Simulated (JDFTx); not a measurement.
Zn:

```
Zn
1.0
     2.67000    0.00000    0.00000
    -1.33500    2.31229    0.00000
     0.00000    0.00000    4.96600
Zn
2
Direct
  0.66667 0.33333 0.75000
  0.33333 0.66667 0.25000
```

| Property | Result |
| --- | --- |
| Program | JDFTx 1.7.0 (patched build) |
| Task | relaxation of cell and atoms |
| Functional | PBE |
| Potentials or basis | SPMS-PBE-1.0 with smoothed tails |
| Cutoff | 1361 eV |
| Density cutoff | 10885 eV |
| k mesh | 6 × 6 × 3 |
| Occupations | fermi-dirac, width 0.05 eV |
| Spin | no spin polarisation |

At the start: pressure -0.4 GPa; volume 15.33 Å³/atom.

Question: Where does the relaxation end?

Answer: Over 6 steps the energy falls by 8.0 meV/atom and the volume is 15.34 Å³/atom (+0.1 %); space group P6_3/mmc (No. 194, to 0.05 Å).

Step by step:
```csv
step,energy change (eV),largest force (eV/Å),pressure (GPa),volume (Å³)
1,0.0000,0.0000,-0.43,30.66
2,-0.0068,0.0000,-0.22,30.60
3,-0.0157,0.0000,0.51,30.48
4,-0.0160,0.0000,-0.15,30.74
5,-0.0161,0.0000,0.02,30.68
6,-0.0161,0.0000,0.01,30.69
```

Final structure:
```cif
data_structure
_symmetry_space_group_name_H-M 'P 1'
_symmetry_Int_Tables_number 1
_cell_length_a 2.6361
_cell_length_b 2.6361
_cell_length_c 5.0991
_cell_angle_alpha 90.000
_cell_angle_beta 90.000
_cell_angle_gamma 120.000
_cell_volume 30.69
loop_
_atom_site_label
_atom_site_type_symbol
_atom_site_fract_x
_atom_site_fract_y
_atom_site_fract_z
_atom_site_occupancy
Zn1 Zn 0.66667 0.33333 0.75000 1
Zn2 Zn 0.33333 0.66667 0.25000 1
```

Caveat: the k mesh is coarse (spacing up to 0.45 Å⁻¹), so the values aren't converged.
